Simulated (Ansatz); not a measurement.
Cu Kα1 powder pattern (kinematic, no thermal factors).
| 2θ (°) | relative intensity |
| --- | --- |
| 18.27 | 32 |
| 24.15 | 15 |
| 25.86 | 75 |
| 30.45 | 100 |
| 36.95 | 56 |
| 37.02 | 1 |
| 42.48 | 53 |
| 43.54 | 5 |
| 44.69 | 25 |
| 46.60 | 17 |
| 46.76 | 9 |
| 49.46 | 2 |
| 50.40 | 12 |
| 53.16 | 20 |
| 53.30 | 11 |
| 57.55 | 15 |
| 57.59 | 2 |
| 62.68 | 6 |
| 63.36 | 9 |
| 65.00 | 19 |
| 67.20 | 2 |
| 67.50 | 3 |
| 67.98 | 9 |
| 70.30 | 17 |
| 70.42 | 5 |
| 72.83 | 4 |
| 74.09 | 14 |
| 77.73 | 9 |
| 78.67 | 3 |
| 79.28 | 9 |
| 80.67 | 3 |
| 83.09 | 11 |
| 83.90 | 3 |
| 85.84 | 5 |
| 88.12 | 2 |

The pattern is computed from a structure relaxed with DFT PBE, scalar-relativistic, plane waves, PAW in Ansatz. No spin polarisation. Its elements are Sb.

Q: Give the structure.

A: Sb.
Space group P-3m1 (No. 164). a = 4.252 Å, b = 4.252 Å, c = 9.706 Å, α = 90.00°, β = 90.00°, γ = 120.00°
```json
{"atom": "Sb", "site": "2c", "symmetry": "3m.", "x": "0.0000", "y": "0.0000", "z": "0.7892"}
{"atom": "Sb", "site": "2d", "symmetry": "3m.", "x": "0.3333", "y": "0.6667", "z": "0.6270"}
```

A pattern alone doesn't exclude other cells with like lines; this is the one computed.

The cell was found from a structure generator's guess, not taken from experiment. No dispersion correction is applied, so the spacing between layers, chains or molecules is poorly fixed.
